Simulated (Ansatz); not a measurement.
# WGe2As4 monolayer in a perpendicular field

Aim: how the WGe2As4 monolayer screens a field along its normal, and what the field does to its bands. A positive field points along +c.

Method: plane-wave DFT, PBE-D3(BJ), Ansatz PAW (set soft_1); PAW set soft_1, in Ansatz 0.2.0.

**1. The starting structure**

The cell holds 7 atoms: 4 As, 2 Ge and 1 W. Cell: a = 3.730 Å, b = 3.730 Å, c = 49.778 Å, α = 90.0°, β = 90.0°, γ = 120.0°. Vacuum lies along c.

**2. Relaxing the slab**

The starting cell is a guess, so the in-plane lattice and the atoms are relaxed first, with the slab cut off from its images along the normal.

The input, input.yaml:

```yaml
crystal:
  lattice:
    - [3.73, 0.0, 0.0]
    - [-1.865, 3.2302747561, 0.0]
    - [0.0, 0.0, 49.7784718071]
  atoms:
    - { symbol: As, position: [0.0, 0.0, 0.4057979136] }
    - { symbol: Ge, position: [0.3333333333, 0.6666666667, 0.4231346983] }
    - { symbol: As, position: [0.3333333333, 0.6666666667, 0.4697411913] }
    - { symbol: W, position: [0.0, 0.0, 0.5] }
    - { symbol: As, position: [0.3333333333, 0.6666666667, 0.5302588087] }
    - { symbol: Ge, position: [0.3333333333, 0.6666666667, 0.5768653017] }
    - { symbol: As, position: [0.0, 0.0, 0.5942020864] }
  periodic: [true, true, false]
kpoints:
  mp_grid: { grid: [12, 12, 1] }
hamiltonian:
  xc: pbe
  dispersion: d3bj
  pseudopotentials: { kind: paw, azcp: { folder: soft_1 } }
scf:
  occupations: { method: fermi_dirac, width: 0.05 }
  convergence: { dr2_threshold: 1.0e-09 }
relax:
  f_tol: 0.004
  max_steps: 90
  cell: {}
output:
  write_potential: true
  write_density: true
  volumetric_format: npy
```

Launch:

```sh
> ansatz run input.yaml --threads 4 --pin off --max-ram 6144MiB --backend cpu --events-out ev --progress --plain --runs-dir out
```

Numbers of over 12 decimals in the logs are rounded to 6 here.

The program printed:

```text
Warning: relax.cell: scf.convergence.dr2_threshold = 1e-9 eV is looser than the 1.8640561457e-10 eV advised for a relaxation that steers and ends on the stress (1e-10 eV for each atom of the cell: 7, times the square of relax.cell.stress_2d_tol = 0.05 N/m over 19.4 Å (the atoms' height at the walk's start and 5 Å past either face), 2.580e-2 GPa, over a crystal's default 0.05). What an SCF threshold leaves in a stress goes as its square root, and in the free energy as the threshold itself, and one threshold admits the most on a small cell: [figures from the program's tests cut] Set scf.convergence.dr2_threshold to 1.8640561457e-10 eV or tighter. [rest of the remark cut]
Engine: ansatz 0.2.0, aarch64-unknown-linux-gnu
Pseudopotentials: kind: paw
Pseudopotential: As, paw, valence charge 15, recommended cutoff 420 eV (normal), soft_1/As.paw.azcp
Pseudopotential: Ge, paw, valence charge 14, recommended cutoff 420 eV (normal), soft_1/Ge.paw.azcp
Pseudopotential: W, paw, valence charge 14, recommended cutoff 420 eV (normal), soft_1/W.paw.azcp
Functional definition: PBE
  parameter kappa = 0.804
  parameter beta = 0.066725
  exchange = pbe_x(kappa = kappa, mu = beta*pi^2/3)
  correlation = pbe_c(beta = beta)
Crystal: 7 atoms, lattice volume = 599.777 Å³
Basis set: ecut = 420 eV, 11771 PW (Γ), exchange–correlation on 50×50×720 points (8 copies of the dense FFT grid, shifted against one another)
Bands: 62, of which v1, the nominal top of the filled ones, is band 51 counted from 1 (50 counted from 0)
Symmetry: 12 space group operations
Space group: P-6m2 (ITA 187), of the structure as read, at distance tolerance 8.4e-5 Å
k-points: 19 of 144 (time reversal used)
Non-local potential: As, projectors of the file, l = 0: 2, l = 1: 2, l = 2: 3, l = 3: 1
Non-local potential: Ge, projectors of the file, l = 0: 2, l = 1: 2, l = 2: 3, l = 3: 1
Non-local potential: W, projectors of the file, l = 0: 3, l = 1: 2, l = 2: 2, l = 3: 1
PAW form: soft (Blöchl's): semilocal exchange-correlation on the pseudo side does not see the compensation charge
PAW one-centre angular grid: As, 590 points (default); XC on 64 Gauss nodes
PAW one-centre angular grid: Ge, 590 points (default); XC on 64 Gauss nodes
PAW one-centre angular grid: W, 590 points (default); XC on 64 Gauss nodes
Initial density: superposition of atomic densities (neutral atoms: chi_scale 0, normalization atom)
Initial wavefunctions: pseudopotential atomic-orbital guess
Functional: x = pbe(κ = 0.804, μ = 0.219515), c = pbe(β = 0.066725)
SCF iter   1: F=—  HF=-38402.166894 eV  |F-HF|=—  |Δ(HF+E_count)|=         —  Δρ=1.90e-2  dr2=3.27e0  ethr=3.10e-3  ⟨swp⟩=12.2  Hψ=6270  notcnv=0  defer=4
preconditioner: auto → LDOS  [insulator: Δε(μ)=0.360 eV  Ē_g=8.991 eV  σ=0.050 eV  W_gap=0.94  n_scr=86 (ndim 8)  ℏωp=8.8 eV  f_vac=0.733  D(μ)=0.06/eV (n_scr^D=2)  ε∞_Penn≈2.0  β→1.0]
SCF iter   2: F=—  HF=-38405.098461 eV  |F-HF|=—  |Δ(HF+E_count)|=    2.93e0  Δρ=2.55e-2  dr2=8.16e1  ethr=3.10e-3  ⟨swp⟩=4.7  Hψ=2863  notcnv=0  defer=75  recentre
SCF iter   3: F=—  HF=-38401.772165 eV  |F-HF|=—  |Δ(HF+E_count)|=    3.33e0  Δρ=1.09e-2  dr2=1.31e0  ethr=3.10e-3  ⟨swp⟩=4.9  Hψ=2540  notcnv=0  defer=62
SCF iter   4: F=—  HF=-38401.614999 eV  |F-HF|=—  |Δ(HF+E_count)|=   1.57e-1  Δρ=2.05e-3  dr2=1.42e-1  ethr=1.29e-3  ⟨swp⟩=3.8  Hψ=1954  notcnv=0  defer=71
SCF iter   5: F=—  HF=-38401.586252 eV  |F-HF|=—  |Δ(HF+E_count)|=   2.87e-2  Δρ=1.07e-3  dr2=5.06e-2  ethr=1.40e-4  ⟨swp⟩=4.1  Hψ=2180  notcnv=0  defer=71
SCF iter   6: F=—  HF=-38401.580379 eV  |F-HF|=—  |Δ(HF+E_count)|=   5.87e-3  Δρ=4.66e-4  dr2=9.31e-3  ethr=4.96e-5  ⟨swp⟩=2.8  Hψ=1803  notcnv=0  defer=71
SCF iter   7: F=—  HF=-38401.580020 eV  |F-HF|=—  |Δ(HF+E_count)|=   3.58e-4  Δρ=1.67e-4  dr2=1.47e-3  ethr=9.13e-6  ⟨swp⟩=2.1  Hψ=1275  notcnv=0  defer=71
SCF iter   8: F=—  HF=-38401.579950 eV  |F-HF|=—  |Δ(HF+E_count)|=   7.06e-5  Δρ=7.34e-5  dr2=1.63e-4  ethr=1.44e-6  ⟨swp⟩=2.8  Hψ=1741  notcnv=0  defer=71
SCF iter   9: F=—  HF=-38401.579939 eV  |F-HF|=—  |Δ(HF+E_count)|=   1.09e-5  Δρ=2.82e-5  dr2=2.47e-5  ethr=1.59e-7  ⟨swp⟩=2.7  Hψ=1983  notcnv=0  defer=71
SCF iter  10: F=—  HF=-38401.579923 eV  |F-HF|=—  |Δ(HF+E_count)|=   1.55e-5  Δρ=6.61e-6  dr2=3.49e-7  ethr=2.42e-8  ⟨swp⟩=3.0  Hψ=1727  notcnv=0  defer=71
SCF iter  11: F=—  HF=-38401.579952 eV  |F-HF|=—  |Δ(HF+E_count)|=   2.89e-5  Δρ=3.17e-6  dr2=4.98e-8  ethr=3.42e-10  ⟨swp⟩=3.7  Hψ=2670  notcnv=0  defer=71
SCF iter  12: F=—  HF=-38401.579952 eV  |F-HF|=—  |Δ(HF+E_count)|=   7.28e-8  Δρ=8.55e-7  dr2=3.33e-9  ethr=4.88e-11  ⟨swp⟩=3.1  Hψ=1986  notcnv=0  defer=71
SCF iter  13: F=-38401.579952 eV  HF=-38401.579952 eV  |F-HF|=1.31e-10  |Δ(HF+E_count)|=   1.22e-8  Δρ=1.68e-7  dr2=1.93e-10  ethr=1.00e-12  ⟨swp⟩=11.2  Hψ=8175  notcnv=0
SCF 1 converged in 13 iterations: F = -38401.579952 eV  dr2 = 1.93e-10
  greatest PAW one-centre occupation: 0.999 electrons in one spin orbital (limit 2), on the As atom at site 4 (counted from 0), in its partial waves of l = 2
relax step   1: F+E_penalty+E_count = -38401.57995228 eV  Δ(F+E_penalty+E_count) = +0.000e0 eV  max|allowed force component| = 2.749e0 eV/Å  Δτ_max = 0.0000 Å  P = -0.187 N/m  Ω = 599.777 Å³  fix = [c, alpha, beta]  reactions: c -0.000 N/m  (13 SCF iters, accepted)
Crystal: 7 atoms, lattice volume = 587.177 Å³
Basis set: ecut = 420 eV, 11531 PW (Γ), exchange–correlation on 50×50×720 points (8 copies of the dense FFT grid, shifted against one another)
Initial density: handed on by an earlier stage of this run
Initial wavefunctions: those handed on with the density
iter 1 solved again at ethr=3.90e-4 eV; its pass at ethr=3.10e-3 eV (dr2=3.98e-1 eV) is discarded
SCF iter   1: F=—  HF=-38402.587423 eV  |F-HF|=—  |Δ(HF+E_count)|=         —  Δρ=6.80e-3  dr2=4.03e-1  ethr=3.90e-4  ⟨swp⟩=3.9  Hψ=7601  notcnv=0
preconditioner: auto → LDOS  [insulator: Δε(μ)=0.124 eV  Ē_g=8.750 eV  σ=0.050 eV  W_gap=0.52  n_scr=86 (ndim 8)  ℏωp=8.9 eV  f_vac=0.730  D(μ)=0.47/eV (n_scr^D=6)  ε∞_Penn≈2.0  β→1.0]
SCF iter   2: F=—  HF=-38402.760946 eV  |F-HF|=—  |Δ(HF+E_count)|=   1.74e-1  Δρ=6.43e-3  dr2=1.55e0  ethr=3.90e-4  ⟨swp⟩=6.5  Hψ=3600  notcnv=0  defer=22  recentre
SCF iter   3: F=—  HF=-38402.505833 eV  |F-HF|=—  |Δ(HF+E_count)|=   2.55e-1  Δρ=2.42e-3  dr2=1.00e-1  ethr=3.90e-4  ⟨swp⟩=5.5  Hψ=2738  notcnv=0  defer=77
SCF iter   4: F=—  HF=-38402.494480 eV  |F-HF|=—  |Δ(HF+E_count)|=   1.14e-2  Δρ=6.60e-4  dr2=7.77e-3  ethr=9.84e-5  ⟨swp⟩=3.9  Hψ=1908  notcnv=0  defer=77
[...]
SCF iter   9: F=—  HF=-38402.713758 eV  |F-HF|=—  |Δ(HF+E_count)|=   5.12e-7  Δρ=3.05e-6  dr2=6.66e-8  ethr=8.03e-10  ⟨swp⟩=2.9  Hψ=2236  notcnv=0  defer=68
SCF iter  10: F=—  HF=-38402.713758 eV  |F-HF|=—  |Δ(HF+E_count)|=   1.51e-8  Δρ=1.34e-6  dr2=7.94e-9  ethr=6.53e-11  ⟨swp⟩=3.0  Hψ=2497  notcnv=0  defer=68
SCF iter  11: F=—  HF=-38402.713758 eV  |F-HF|=—  |Δ(HF+E_count)|=   5.24e-9  Δρ=4.11e-7  dr2=3.10e-9  ethr=7.78e-12  ⟨swp⟩=3.0  Hψ=1957  notcnv=0  defer=68
SCF iter  12: F=-38402.713758 eV  HF=-38402.713758 eV  |F-HF|=7.57e-10  |Δ(HF+E_count)|=   1.00e-9  Δρ=8.47e-8  dr2=8.18e-11  ethr=1.00e-12  ⟨swp⟩=9.4  Hψ=8177  notcnv=0
SCF 3 converged in 12 iterations: F = -38402.713758 eV  dr2 = 8.18e-11
relax step   3: F+E_penalty+E_count = -38402.71375831 eV  Δ(F+E_penalty+E_count) = -2.204e-1 eV  max|allowed force component| = 2.052e-1 eV/Å  Δτ_max = 0.1989 Å  P = -0.537 N/m  Ω = 570.817 Å³  energy of the carried Pulay correction = +1.985e-3 eV  fix = [c, alpha, beta]  reactions: c -0.000 N/m  (12 SCF iters, accepted)
[...]
relax step   4: F+E_penalty+E_count = -38402.71670433 eV  Δ(F+E_penalty+E_count) = -2.946e-3 eV  max|allowed force component| = 6.110e-2 eV/Å  Δτ_max = 0.0065 Å  P = -0.160 N/m  Ω = 570.463 Å³  energy of the carried Pulay correction = +2.010e-3 eV  fix = [c, alpha, beta]  reactions: c -0.000 N/m  (9 SCF iters, accepted)
[...]
relax step   5: F+E_penalty+E_count = -38402.71700695 eV  Δ(F+E_penalty+E_count) = -3.026e-4 eV  max|allowed force component| = 1.704e-3 eV/Å  Δτ_max = 0.0040 Å  P = -0.016 N/m  Ω = 570.131 Å³  energy of the carried Pulay correction = +2.033e-3 eV  fix = [c, alpha, beta]  reactions: c -0.000 N/m  (9 SCF iters, accepted)
Initial wavefunctions: pseudopotential atomic-orbital guess (no wavefunctions were taken with the density)
iter 1 solved again at ethr=6.70e-7 eV; its pass at ethr=3.10e-3 eV (dr2=6.84e-4 eV) is discarded
SCF iter   1: F=—  HF=-38402.715402 eV  |F-HF|=—  |Δ(HF+E_count)|=         —  Δρ=2.90e-5  dr2=8.21e-7  ethr=6.70e-7  ⟨swp⟩=6.6  Hψ=10675  notcnv=0
eigensolver tolerance schedule: the retry pair's looser diagonalisation over-reported the residual by 831.97 of it (diagonalisation noise at 0.22 of the residual, at the tolerance the schedule requests for it); recorded, not acted on — ethr = c·dr2/N_el stays at c = 1.0e-1
preconditioner: auto → Resta (q_TF=auto, 2.048 Å⁻¹)  ε∞=2.1  [insulator: Δε(μ)=0.616 eV  Ē_g=8.649 eV  σ=0.050 eV  W_gap=1.00  n_scr=74 (ndim 8)  ℏωp=9.1 eV  f_vac=0.723  D(μ)=0.01/eV (n_scr^D=0)  ε∞_Penn≈2.1  vacuum switching on, ρ_ref=5.4e-3 e/Å³]
SCF iter   2: F=—  HF=-38402.715428 eV  |F-HF|=—  |Δ(HF+E_count)|=   2.61e-5  Δρ=1.63e-5  dr2=3.26e-7  ethr=8.05e-10  ⟨swp⟩=4.3  Hψ=3405  notcnv=0
SCF iter   3: F=—  HF=-38402.715428 eV  |F-HF|=—  |Δ(HF+E_count)|=   4.51e-7  Δρ=4.05e-6  dr2=1.95e-8  ethr=3.19e-10  ⟨swp⟩=2.9  Hψ=1904  notcnv=0
SCF iter   4: F=—  HF=-38402.715428 eV  |F-HF|=—  |Δ(HF+E_count)|=   2.61e-8  Δρ=7.93e-7  dr2=3.28e-8  ethr=1.91e-11  ⟨swp⟩=3.0  Hψ=2527  notcnv=0
SCF iter   5: F=—  HF=-38402.715428 eV  |F-HF|=—  |Δ(HF+E_count)|=   3.51e-9  Δρ=4.34e-7  dr2=5.36e-9  ethr=1.91e-11  ⟨swp⟩=2.9  Hψ=1673  notcnv=0
SCF iter   6: F=-38402.715428 eV  HF=-38402.715428 eV  |F-HF|=8.29e-10  |Δ(HF+E_count)|=  1.02e-10  Δρ=1.89e-7  dr2=1.83e-10  ethr=1.00e-12  ⟨swp⟩=13.1  Hψ=9425  notcnv=0
SCF 6 converged in 6 iterations: F = -38402.715428 eV  dr2 = 1.83e-10
relax step   6: F+E_penalty+E_count = -38402.71542814 eV  Δ(F+E_penalty+E_count) = +1.579e-3 eV  max|allowed force component| = 1.580e-3 eV/Å  Δτ_max = 0.0000 Å  P = -0.034 N/m  Ω = 570.131 Å³  fix = [c, alpha, beta]  reactions: c -0.000 N/m  stress off target by 3.38e-2 N/m on what of the cell is left free  SCF on the basis re-selected at this cell (its energy is not comparable with the rows above)  (6 SCF iters)
basis re-selected at this cell: Δ(F+E_penalty+E_count) = +1.579e-3 eV, ΔP = -0.018 N/m vs the last step (what re-selecting the basis moved, of the pressure what is left beyond the Pulay correction that the steps carried, after the strain that the cell walked since its last selection, with what the two solves' SCF thresholds leave and, on support functions, any second-order correction that the steps lacked; it is no m [...]
WARN: The output density's exchange-correlation potential varies sharply where the density is thin. Do not read a vacuum level from v_tot or v_xc, or from such a field of the output density. On a cell that repeats whose density bears no net charge and no dipole along the vacuum's axis use v_es (v_loc + v_h of the components); under efield.dipole_correction with no amplitude use v_es + v_field, which holds any externa [...]
SCF converged after 6 iterations
Free energy (F): -38402.715428 eV
Harris-Foulkes:  -38402.715428 eV  (|F-HF|=8.29e-10)
Internal energy: -38402.715286 eV  (E = F + TS)
E sigma→0 (E₀):  -38402.715357 eV
Entropy (-TS):   -0.000142 eV (-0.020 meV/atom)
Fermi energy:    -4.582883 eV
--- Per-component energies (eV) ---
  E_band       = -2950.911672
  E_kinetic    = 997.186367
  E_local      = -699827.847097  (includes V_loc(G=0)·N_el)
  E_nonlocal   = -1160.270128
  E_hartree    = 349446.104918
  E_xc         = -691.965597
  E_vxc        = -655.757685  (∫ρ·V_xc dr)
  E_paw        = -20659.568467  (= ΣΔE_a)
  E_vpaw       = -1196.436777  (= ΣTr[D̂ρ^β])
  E_aug_tail   = 0.000149  (compensation charges beyond the density's cutoff)
  E_ewald      = 333496.073168
  E_disp       = -2.428599  (pairwise vdW)
  E_smearing   = -0.000142  (= −TS)
  E_closure    = 0.000000  (closes the sum)
  Σ components = -38402.715428   (vs F -38402.715428, Δ=0.00e0)
--- Forces (eV/Å), atoms counted from 1 ---
  atom   1  As     0.00000000    -0.00000000     0.00016969
  atom   2  Ge    -0.00000000     0.00000000    -0.00157983
  atom   3  As    -0.00000000     0.00000000     0.00134635
  atom   4  W     -0.00000000     0.00000000     0.00000000
  atom   5  As    -0.00000000     0.00000000    -0.00134635
  atom   6  Ge     0.00000000     0.00000000     0.00157983
  atom   7  As     0.00000000    -0.00000000    -0.00016969
  max |Σ_I F_I| component: 3.56e-16 eV/Å
--- 2D stress c σ (N/m, compression-positive) ---
       -0.033813      -0.000000       0.000000
       -0.000000      -0.033813       0.000000
        0.000000       0.000000      -0.000000
  P = ½ c Tr σ = -0.0338 N/m
--- Band table (eV; the first three rows and the last of 19) ---
  k-point 0: bands = [... 47 lower, -5.0290, -4.9902, -4.9902, -4.9584, -2.6587, -2.6532, -1.9009, -1.9009, ... 7 higher]
  k-point 1: bands = [... 47 lower, -5.6265, -5.2336, -5.1876, -4.9424, -2.4436, -2.3482, -1.8627, -1.7635, ... 7 higher]
  k-point 2: bands = [... 47 lower, -5.7869, -5.6844, -5.6273, -5.1137, -2.8680, -2.7507, -2.0526, -1.8355, ... 7 higher]
  k-point 18: bands = [... 47 lower, -7.4519, -6.6188, -5.9197, -4.8772, -4.2616, -4.0498, -2.9667, -2.9232, ... 7 higher]
  the weakly bound empty levels are not read free of the cell's end (no_gap_told)
--- Relaxed structure (5 steps of the walk, 5 accepted, 1 SCFs on fresh bases) ---
  F+E_penalty+E_count = -38402.71542814 eV   max|allowed force component| = 1.580e-3 eV/Å   (the final SCF, on the basis selected at the relaxed cell)
  cell:  # Å, volume = 570.1315 Å³
    - [3.636649, -5.182005529213286e-18, 0]
    - [-1.818325, 3.149431, 0]
    - [0, 0, 49.7784718071]
  atoms:
    - { symbol: As, position: [1.2540898127535277e-17, -5.1357255561990634e-17, 0.397831] }
    - { symbol: Ge, position: [0.333333, 0.666667, 0.421723] }
    - { symbol: As, position: [0.333333, 0.666667, 0.470509] }
    - { symbol: W, position: [1.0573552618554996e-17, -5.1357255561990634e-17, 0.5] }
    - { symbol: As, position: [0.333333, 0.666667, 0.529491] }
    - { symbol: Ge, position: [0.333333, 0.666667, 0.578277] }
    - { symbol: As, position: [8.606207109574691e-18, -5.1357255561990634e-17, 0.602169] }
```

Wall time 2.1 min (4 threads of Arm Neoverse V2, shared host); peak memory 1.4 GiB.

The steps of the relaxation:

```tsv
step	energy less that of the first step (eV)	largest force component (eV/Å)	volume (Å³)
1	0.0000	2.7494	599.78
2	-0.9134	1.2758	587.18
3	-1.1338	0.2052	570.82
4	-1.1368	0.0611	570.46
5	-1.1371	0.0017	570.13
6*	-1.1355	0.0016	570.13
```

Relaxation steps marked * repeat the geometry before them on a plane-wave basis chosen anew for their cell, so energy and pressure can jump there.

The run keeps the 12 symmetry operations that it works with, so distortions that break them were not tested.

```tsv
cell as run	before	after	change
a (Å)	3.730	3.637	-2.5 %
b (Å)	3.730	3.637	-2.5 %
```

The atoms that moved most (Å, along periodic axes as changes of fractional coordinates times the final cell, across vacuum about the mean position):

```tsv
atom	dx	dy	dz	length
As7	0.000	0.000	0.397	0.397
As1	0.000	0.000	-0.397	0.397
Ge6	0.000	0.000	0.070	0.070
Ge2	0.000	0.000	-0.070	0.070
As3	0.000	0.000	0.038	0.038
As5	0.000	0.000	-0.038	0.038
```

Numbers from this step:

```
energy at zero smearing : -38402.7154 eV
```

The lattice constant a goes from 3.730 to 3.637 Å.

(Part 1 of 2 ends here.)

[Logs are printed without paths, hosts, clocks, repeated set-up lines and the standing remarks that a program may print on its own settings, such as how far it seeks lower states.]

[Hosts, paths, dates, database ids (printed as entryN), source tags and the programs' standing remarks are cut or masked in the printed files.]

[Maps of the electrostatic potential energy from Ansatz leave out the sawtooth potential of an applied field or a dipole correction, so their vacuum need not be flat; planar profiles and work functions include it.]
